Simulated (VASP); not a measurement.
# Rh (Fm-3m) in VASP: a series of runs

The runs below take Rh through single point, with PBEsol.

All numbers are computed with VASP 6.6.1; they aren't measurements. Logs are shortened: lines on timing, memory, paths and dates and some standing lists are left out, and cuts for length are marked.

## (1) Starting point

The structure is cubic, space group Fm-3m (No. 225). The conventional cell has a = 3.830 Å, b = 3.830 Å, c = 3.830 Å, α = 90.00°, β = 90.00°, γ = 90.00°. Rh (site symmetry m-3m) is surrounded by 12 Rh at 2.71 Å.

## (2) Single point, PBEsol

The input, INCAR:

```
SYSTEM = Rh
  PREC = Accurate
  ENCUT = 300
  EDIFF = 1E-6
  ISMEAR = 1
  SIGMA = 0.1
  LREAL = .False.
  LASPH = .True.
  NELM = 120
  ALGO = Normal
  ISIF = 2
  LWAVE = .False.
  LCHARG = .False.
  GGA = PS
  NBANDS = 14
  KPAR = 4
```

The input, KPOINTS:

```
Automatic mesh
0
Gamma
  20 20 20
  0 0 0
```

The input, POSCAR:

```
Rh                                      
1.0
    0.0000000000      1.9148039974      1.9148039974
    1.9148039974     -0.0000000000      1.9148039974
    1.9148039974      1.9148039974      0.0000000000
  Rh            
     1
Direct
     0.0000000000000000    0.0000000000000000    0.0000000000000000
```

Potentials or basis: VASP PAW PBE potentials, release 64 (Rh_pv).

The run is started by

```sh
$ cat potpaw_PBE.64/Rh_pv/POTCAR > POTCAR
$ mpirun -np 4 vasp_std > vasp.out
```

OUTCAR:

```text
SYSTEM = Rh
   PREC = Accurate
   ENCUT = 300
   EDIFF = 1E-6
   ISMEAR = 1
   LREAL = .False.
   LASPH = .True.
   NELM = 120
   ISIF = 2
   GGA = PS

 ion  position               nearest neighbor table
   1  0.000  0.000  0.000-

  LATTYP: Found a face centered cubic cell.
 ALAT       =     3.8296079948

  Lattice vectors:

 A1 = (   0.0000000000,   1.9148039974,   1.9148039974)
 A2 = (   1.9148039974,   0.0000000000,   1.9148039974)
 A3 = (   1.9148039974,   1.9148039974,   0.0000000000)

Analysis of symmetry for initial positions (statically):
=====================================================================
 Subroutine PRICEL returns:
 Original cell was already a primitive cell.

 Routine SETGRP: Setting up the symmetry group for a
 face centered cubic supercell.

 Subroutine GETGRP returns: Found 48 space group operations
 (whereof 48 operations were pure point group operations)
 out of a pool of 48 trial point group operations.

The static configuration has the point symmetry O_h .

Analysis of symmetry for dynamics (positions and initial velocities):
=====================================================================
 Subroutine PRICEL returns:
 Original cell was already a primitive cell.

 Routine SETGRP: Setting up the symmetry group for a
 face centered cubic supercell.

 Subroutine GETGRP returns: Found 48 space group operations
 (whereof 48 operations were pure point group operations)
 out of a pool of 48 trial point group operations.

The dynamic configuration has the point symmetry O_h .

 Subroutine INISYM returns: Found 48 space group operations
 (whereof 48 operations are pure point group operations),
 and found     1 'primitive' translations

----------------------------------------------------------------------------------------

                                     Primitive cell

  volume of cell :      14.0412

  direct lattice vectors                    reciprocal lattice vectors
     0.000000000  1.914803997  1.914803997    -0.261123332  0.261123332  0.261123332
     1.914803997  0.000000000  1.914803997     0.261123332 -0.261123332  0.261123332
     1.914803997  1.914803997  0.000000000     0.261123332  0.261123332 -0.261123332

  length of vectors
     2.707941782  2.707941782  2.707941782     0.452278878  0.452278878  0.452278878

  position of ions in fractional coordinates (direct lattice)
     0.000000000  0.000000000  0.000000000

[... 83 lines left out ...]
   POTIM  = 0.5000    time-step for ionic-motion
   TEBEG  =    0.0;   TEEND  =   0.0 temperature during run
   PSTRESS=    0.0 pullay stress
   NELECT =      15.0000    total number of electrons
   NUPDOWN=      -1.0000    fix difference up-down
   EMIN   =  10.00;   EMAX   =-10.00  energy-range for DOS
   EFERMI =   0.00;   METHOD = LEGACY
   ISMEAR =     1;   SIGMA  =   0.10  broadening in eV -4-tet -1-fermi 0-gaus
   EFERMI_NEDOS =   21; number of points for ismear=-14 and -15
   IALGO  =     38    algorithm
   IMIX   =      4    mixing-type and parameters
     AMIX     =   0.40;   BMIX     =  1.00
     AMIX_MAG =   1.60;   BMIX_MAG =  1.00
  volume/ion in A,a.u.               =      14.04        94.75
  Fermi-wavevector in a.u.,A,eV,Ry     =   1.673546  3.162543 38.106591  2.800755
  Thomas-Fermi vector in A             =   2.758498
   LORBIT       =      0    0 simple, 1 ext, 2 COOP (PROOUT), +10 PAW based schemes
   GGA     = PS    functional components
   LHFCALC =     F    Hartree Fock is set to
   AEXX    =    0.0000 exact exchange contribution
   IVDW    =     0    specifies the selected vdW correction
   LEPSILON=     F    determine dielectric tensor
   LRPA    =     F    only Hartree local field effects (RPA)
 non-spin polarized calculation
 Methfessel and Paxton  Order N= 1 SIGMA  =   0.10
  energy-cutoff  :      300.00
  volume of cell :       14.04
 maximum number of plane-waves:       176
   NGX =  7   NGY =  7   NGZ =  7

 number of electron      15.0000004 magnetization

 Free energy of the ion-electron system (eV)
  ---------------------------------------------------
  ext. energy  EPLUGINS =         0.00000000
  ---------------------------------------------------
  free energy    TOTEN  =        -8.13301561 eV

  energy without entropy =       -8.13312841  energy(sigma->0) =       -8.13305321

 E-fermi :  11.3902     XC(G=0): -14.0871

 val. band max:       11.3803465990   @ k =  -0.3000   0.3000   0.1000
 cond. band min:      11.3918909033   @ k =  -0.3500   0.2000   0.0500
 fundamental gap:      0.0115443043
 Fermi energy:        11.3901674369

 k-point     1 :       0.0000    0.0000    0.0000
  band No.  band energies     occupation
      1     -34.9078      2.00000
      2     -34.9078      2.00000
      3     -34.9078      2.00000
      4       3.4642      2.00000
      5       8.3866      2.00000
      6       8.3866      2.00000
      7       8.3866      2.00000
      8      10.4328      2.00000
      9      10.4328      2.00000
     10      27.3171      0.00000
     11      31.9047      0.00000
     12      32.6489      0.00000
     13      32.6489      0.00000
     14      32.6489      0.00000
[... 377 lines left out ...]
      1     -35.4820      2.00000
      2     -35.0067      2.00000
      3     -34.9838      2.00000
      4       5.5779      2.00000
      5       8.4541      2.00000
      6       8.5373      2.00000
      7       9.7728      2.00000
      8      11.2008      2.02220
      9      11.9229     -0.00000
     10      22.4917      0.00000
     11      27.6780      0.00000
     12      31.9580      0.00000
     13      32.7829      0.00000
     14      34.3886      0.00000

 [... further k-points ...]

------------------------ aborting loop because EDIFF is reached ----------------------------------------

  FORCE on cell =-STRESS in cart. coord.  units (eV):
  Direction    XX          YY          ZZ          XY          YZ          ZX
  --------------------------------------------------------------------------------------
  -------------------------------------------------------------------------------------
  Total       -0.9658018     -0.9658018     -0.9658018      0.0000000      0.0000000      0.0000000
  in kB     -110.2035539   -110.2035539   -110.2035539      0.0000000      0.0000000      0.0000000
  external PRESSURE =    -110.2035539 kB  Pullay stress =       0.0000000 kB

 VOLUME and BASIS-vectors are now :
 -----------------------------------------------------------------------------
  energy-cutoff  :      300.00
  volume of cell :       14.04
      direct lattice vectors                 reciprocal lattice vectors
     0.000000000  1.914803997  1.914803997    -0.261123332  0.261123332  0.261123332
     1.914803997  0.000000000  1.914803997     0.261123332 -0.261123332  0.261123332
     1.914803997  1.914803997  0.000000000     0.261123332  0.261123332 -0.261123332

 POSITION                                       TOTAL-FORCE (eV/Angst)
 -----------------------------------------------------------------------------------
      0.00000      0.00000      0.00000         0.000000      0.000000     -0.000000
 -----------------------------------------------------------------------------------
    total drift:                                0.000000      0.000000     -0.000000

  FREE ENERGIE OF THE ION-ELECTRON SYSTEM (eV)
  ---------------------------------------------------
  free  energy   TOTEN  =        -8.1330156060 eV

  energy  without entropy=       -8.1331284076  energy(sigma->0) =       -8.13305321
```

Run time: 2.2 s. Hardware: 4 MPI ranks of Intel Xeon 6975P-C (Granite Rapids), shared host; peak memory 0.12 GiB.

What came out:

* Free energy: -8.1330 eV
* Pressure: -11.0 GPa
* Band gap on the k mesh: none (metal or under the smearing width)

Levels at points of the mesh, in eV from the Fermi level:
| k point | band 3 | band 4 | band 5 | band 6 | band 7 | band 8 | band 9 | band 10 | band 11 | band 12 |
| --- | --- | --- | --- | --- | --- | --- | --- | --- | --- | --- |
| (0.00, 0.00, 0.00) | -46.30 | -7.93 | -3.00 | -3.00 | -3.00 | -0.96 | -0.96 | 15.93 | 20.51 | 21.26 |
| (0.50, 0.00, 0.00) | -46.39 | -6.01 | -3.07 | -3.07 | 0.55 | 0.55 | 0.66 | 8.35 | 15.43 | 20.55 |
| (0.50, 0.50, 0.00) | -46.55 | -6.16 | -5.80 | 0.53 | 0.95 | 0.95 | 3.13 | 11.94 | 13.09 | 13.09 |

Caveat: the cutoff is under 1.25 times the usual one of these potentials, so pressure, stress and relaxed cells hold a basis-set (Pulay) error; the PAW data sets were made with another functional, which shifts forces and pressure a little.

## (3) Single point, PBEsol

Edit INCAR of step 2 so:

```diff
@@ -2,3 +2,3 @@
   PREC = Accurate
-  ENCUT = 300
+  ENCUT = 600
   EDIFF = 1E-6
```

KPOINTS is that of step 2.

POSCAR is that of step 2.

Potentials or basis: VASP PAW PBE potentials, release 64 (Rh_pv).

The run is started by

```sh
$ cat potpaw_PBE.64/Rh_pv/POTCAR > POTCAR
$ mpirun -np 4 vasp_std > vasp.out
```

Run time: 5.2 s. Hardware: 4 MPI ranks of Intel Xeon 6975P-C (Granite Rapids), shared host; peak memory 0.17 GiB.

The run converged. Its results:

```
Free energy            : -8.1209 eV
Pressure               : -10.7 GPa
Band gap on the k mesh : none (metal or under the smearing width)
```

Levels at points of the mesh, in eV from the Fermi level:
| k point | band 4 | band 5 | band 6 | band 7 | band 8 | band 9 | band 10 | band 11 |
| --- | --- | --- | --- | --- | --- | --- | --- | --- |
| (0.00, 0.00, 0.00) | -7.90 | -3.00 | -3.00 | -3.00 | -0.96 | -0.96 | 15.94 | 20.42 |
| (0.50, 0.00, 0.00) | -6.00 | -3.07 | -3.07 | 0.55 | 0.55 | 0.67 | 8.37 | 15.44 |
| (0.50, 0.50, 0.00) | -6.15 | -5.80 | 0.53 | 0.95 | 0.95 | 3.15 | 11.95 | 13.10 |

Caveat: the PAW data sets were made with another functional, which shifts forces and pressure a little.
